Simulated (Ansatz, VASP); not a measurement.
One calculation of MgO, two programs

INCAR

```
SYSTEM = MgO
PREC = Accurate
ENCUT = 520
EDIFF = 1E-6
ISMEAR = 0
SIGMA = 0.05
LREAL = .False.
LASPH = .True.
NELM = 60
ALGO = Normal
ISIF = 2
LWAVE = .False.
LCHARG = .True.
GGA = PS
LELF = .True.
LVHAR = .True.
NBANDS = 16
```

File KPOINTS:

```
Automatic mesh
0
Gamma
  9 9 6
  0 0 0
```

The input POSCAR:

```
MgO
1.0
    3.4540523579      0.0000000000      0.0000000000
   -1.7270261790      2.9912970879      0.0000000000
    0.0000000000      0.0000000000      4.2924500482
Mg O
2 2
Direct
    0.6706976504      0.3413953009      0.7500000000
    0.3293023496      0.6586046991      0.2500000000
    0.6636986988      0.3273973975      0.2500000000
    0.3363013012      0.6726026025      0.7500000000
```

Input for Ansatz:

```yaml
crystal:
  lattice:
    - [3.4540523579, 0.0, 0.0]
    - [-1.727026179, 2.9912970879, 0.0]
    - [0.0, 0.0, 4.2924500482]
  atoms:
    - { symbol: Mg, position: [0.6706976504, 0.3413953009, 0.75] }
    - { symbol: Mg, position: [0.3293023496, 0.6586046991, 0.25] }
    - { symbol: O, position: [0.6636986988, 0.3273973975, 0.25] }
    - { symbol: O, position: [0.3363013012, 0.6726026025, 0.75] }
basis:
  ecutwfc: 520.0
kpoints:
  mp_grid: { grid: [9, 9, 6] }
hamiltonian:
  xc: pbesol
  pseudopotentials: { kind: paw, azcp: { folder: soft_1 } }
scf:
  occupations: { method: gaussian, width: 0.05 }
output:
  forces: true
  stress: true
  eigenvalues: true
```

Change from the starting cell: mode 5 frozen in at +0.024 Å, strain +e along z and -e/2 along x and y +0.0233.

Alike in both runs: task single point; functional PBEsol; k mesh 9 × 9 × 6; occupations gaussian, width 0.05 eV; no spin polarisation.

```csv
,VASP,Ansatz
version,VASP 6.6.1,Ansatz 0.2.0
potentials or method,"VASP PAW PBE potentials, release 64 (Mg, O)","scalar-relativistic, plane waves, PAW"
plane-wave cutoff (eV),520,520
valence electrons in the cell,16,32
```

|  | VASP | Ansatz | Ansatz less VASP |
| --- | --- | --- | --- |
| gap on the k mesh at the Fermi level (eV) | 3.22 | 3.23 | +0.009 |
| least direct gap on the mesh (eV) | 3.22 | 3.23 | +0.009 |
| pressure (GPa) | -0.2 | 0.2 | +0.40 |
| largest component of the traceless stress (GPa) | 3.83 | 3.72 | -0.110 |
| rms of the force components (eV/Å) | 0.079 | 0.078 | -0.0008 |

Atom by atom the forces differ by 0.001 eV/Å (rms over components). The two sets of potentials don't hold the same shells in valence. Ansatz warned: «pseudo_functional_mismatch».

Caveats: the PAW data sets were made with another functional, which shifts forces and pressure a little (VASP).
